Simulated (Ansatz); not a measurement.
## Pressure series in GeO2

Start from GeO2 (space group P3_121, No. 152; a = 5.093 Å, c = 5.769 Å).

Cell and atoms are relaxed at each pressure.

Method: PBE (Ansatz, an electronic-structure program; PAW; 420 eV plane waves; no spin-orbit coupling), earlier PAW set.

```json
[
 {"change": "base", "density": "4.02 g/cm³", "electron mass": "0.39 mₑ along c, 0.45 mₑ across (at Γ)", "band gap": "3.21 eV"},
 {"change": "pressure −2 GPa", "density": "3.80 g/cm³", "electron mass": "0.40 mₑ along c, 0.46 mₑ across (at Γ)", "band gap": "?"},
 {"change": "pressure −1 GPa", "density": "3.91 g/cm³", "electron mass": "0.40 mₑ along c, 0.45 mₑ across (at Γ)", "band gap": "?"},
 {"change": "pressure 18 GPa", "density": "5.40 g/cm³", "electron mass": "0.32 mₑ along c, 0.35 mₑ across (at Γ)", "band gap": "3.31 eV"},
 {"change": "pressure 30 GPa", "density": "5.96 g/cm³", "electron mass": "0.30 mₑ along c, 0.33 mₑ across (at Γ)", "band gap": "3.21 eV"},
 {"change": "pressure 45 GPa", "density": "6.49 g/cm³", "electron mass": "0.30 mₑ along c, 0.32 mₑ across (at Γ)", "band gap": "3.03 eV"},
 {"change": "pressure 60 GPa", "density": "6.93 g/cm³", "electron mass": "0.31 mₑ (at Γ)", "band gap": "?"}
]
```

### Question
Complete the table.

### Answer

- pressure −2 GPa, band gap: 3.09 eV
- pressure −1 GPa, band gap: 3.16 eV
- pressure 60 GPa, band gap: 2.82 eV

Load acts through the strain it causes; cell and atoms are relaxed under it. Effective masses come from finite differences of ±0.01 Å⁻¹. No phonon test of stability was made. Competing high-pressure phases were not computed.
